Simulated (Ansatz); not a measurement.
**TiO2: field gradients at two levels of theory**

Cell: a computed structure from the Materials Project (it need not be an observed phase).

Space group Pbcn (No. 60); a = 4.5453, b = 5.5196, c = 4.9092 Å.

```csv
site,Wyckoff,site symmetry,x,y,z
Ti,4c,.2.,0.5000,0.6730,0.7500
O,8d,1,0.7285,0.6183,0.0814
```

One atom of each set is listed.

First run. Computed with Ansatz: DFT, PBE, plane waves and PAW, scalar-relativistic, 420 eV cutoff, Γ-centred 5×4×4 k-points, Fermi–Dirac smearing 0.02 eV.

| site | V_zz (10²¹ V/m²) | η |
| --- | --- | --- |
| Ti | 2.74 | 0.27 |
| O | -2.73 | 0.60 |

Second run. The same atoms and settings, except that the functional is r2SCAN and the cutoff is 500 eV.

Q: What does the second run give?

A: 

```
site   V_zz     η  change of V_zz
  Ti   2.69  0.26           -0.05
   O  -2.98  0.58           -0.25
```

The largest change of V_zz is on O, from -2.73 to -2.98. In per cent, |V_zz| changes by -2 on Ti, +9 on O (all sites that start above 0.5).
